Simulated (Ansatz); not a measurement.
# Li5NbO5: response to biaxial strain in the a-b plane

An exercise on one series of results from a longer session: the logs are not shown, and one member is left open.

Method: DFT PBEsol, scalar-relativistic, plane waves, PAW, in Ansatz 0.2.0.

## The starting structure

It takes space group C2/m (No. 12, monoclinic). The conventional cell has a = 9.864 Å, b = 4.065 Å, c = 5.885 Å, α = 90.00°, β = 108.89°, γ = 90.00°. Li (site symmetry m) is surrounded by 4 O at 1.96 to 2.10 Å. Li (site symmetry m) has 5 O at 2.02 to 2.30 Å as nearest neighbours. Around Li (site symmetry 2/m) lie 4 O at 1.98 to 2.16 Å. Nb (site symmetry 2/m) is surrounded by 6 O at 2.01 to 2.03 Å. Around O (site symmetry m) lie 5 Li at 1.96 to 2.08 Å and 1 Nb at 2.01 Å. O (site symmetry m) is surrounded by 5 Li at 1.99 to 2.16 Å and 1 Nb at 2.01 Å. O (site symmetry 2/m) has 2 Nb at 2.03 Å and 4 Li at 2.30 to 2.40 Å as nearest neighbours.

As a file:

```
Li Nb O
1.0
     4.93177   -2.03261    0.00000
     4.93177    2.03261    0.00000
    -1.90561    0.00000    5.56799
Li Nb O
5 1 5
Direct
  0.71296 0.71296 0.34367
  0.69228 0.69228 0.85975
  0.00000 0.00000 0.50000
  0.30772 0.30772 0.14025
  0.28704 0.28704 0.65633
  0.00000 0.00000 0.00000
  0.85496 0.85496 0.17469
  0.84208 0.84208 0.68251
  0.50000 0.50000 0.00000
  0.15792 0.15792 0.31749
  0.14504 0.14504 0.82531
```

Source of the structure: the Materials Project (structure only).

The first run:

(A quick probe on a coarse mesh, which set the mesh and smearing, is not shown.)

Input file input.yaml:

```yaml
crystal:
  lattice:
    - [4.931765, -2.032607, 0.0]
    - [4.931765, 2.032607, 0.0]
    - [-1.905607, 0.0, 5.567991]
  atoms:
    - { symbol: Li, position: [0.712955, 0.712955, 0.343671] }
    - { symbol: Li, position: [0.692283, 0.692283, 0.859753] }
    - { symbol: Li, position: [0.0, 0.0, 0.5] }
    - { symbol: Li, position: [0.307717, 0.307717, 0.140247] }
    - { symbol: Li, position: [0.287045, 0.287045, 0.656329] }
    - { symbol: Nb, position: [0.0, 0.0, 0.0] }
    - { symbol: O, position: [0.854961, 0.854961, 0.174689] }
    - { symbol: O, position: [0.842078, 0.842078, 0.682507] }
    - { symbol: O, position: [0.5, 0.5, 0.0] }
    - { symbol: O, position: [0.157922, 0.157922, 0.317493] }
    - { symbol: O, position: [0.145039, 0.145039, 0.825311] }
basis:
  ecutwfc: 420
kpoints:
  mp_grid: { grid: [6, 6, 4] }
hamiltonian:
  xc: pbesol
scf:
  occupations: { method: gaussian, width: 0.02 }
output:
  forces: true
  stress: true
  eigenvalues: true
  write_density: true
  write_potential: true
  elf: true
  volumetric_format: npy
relax:
  adjacent_minimum: "off"
  f_tol: 0.005
  max_steps: 80
  cell: { stress_tol: 0.05 }
```

Started as:

```sh
> ansatz run input.yaml --threads 2 --pin off --max-ram 5120MiB --backend cpu --events-out ev --progress --plain --runs-dir out
```

Steps of the session up to this table: Relaxing cell and atoms; Reference cell for the strains; Seeking the band edges; At -1.5 %; Seeking the band edges at -1.5 %; The cell strained by +1.5 %; The gap over the whole zone at +1.5 %; At -3.0 %; The gap over the whole zone at -3.0 %; At +3.0 %; The gap over the whole zone at +3.0 %.

One table of the session follows, with a row left open; its other results are not shown here.

It belongs to the step «Energy, stress and gap against strain». Lengths are those of the vectors of the cell that was run; stresses in GPa:

| strain (%) | ΔE (meV/atom) | a (Å) | b (Å) | c (Å) |
| --- | --- | --- | --- | --- |
| -3.0 | 16.0 | 5.067 | 5.067 | 5.808 |
| -1.5 | ? | ? | ? | ? |
| +0.0 | 0.0 | 5.224 | 5.224 | 5.777 |
| +1.5 | 3.5 | 5.302 | 5.302 | 5.767 |
| +3.0 | 13.4 | 5.381 | 5.381 | 5.762 |

Estimate the missing values for strain (%) = -1.5.

Worked estimate for «ΔE (meV/atom)». A straight line through the neighbours (-3.0, 16.0) and (0.0, 0.0) gives 16.0 + (0.0 − 16.0) × (-1.5 + 3.0) / (0.0 + 3.0) = 8.0; a parabola fitted to 3 rows on both sides gives 4.2.

The run gave: ΔE (meV/atom): 3.8; a (Å): 5.146; b (Å): 5.146; c (Å): 5.789. In «ΔE (meV/atom)» the line misses by +4.2 and the parabola by +0.4.

ΔE is over the unstrained cell. Stress in GPa, positive in compression, on the Cartesian axes of the input.
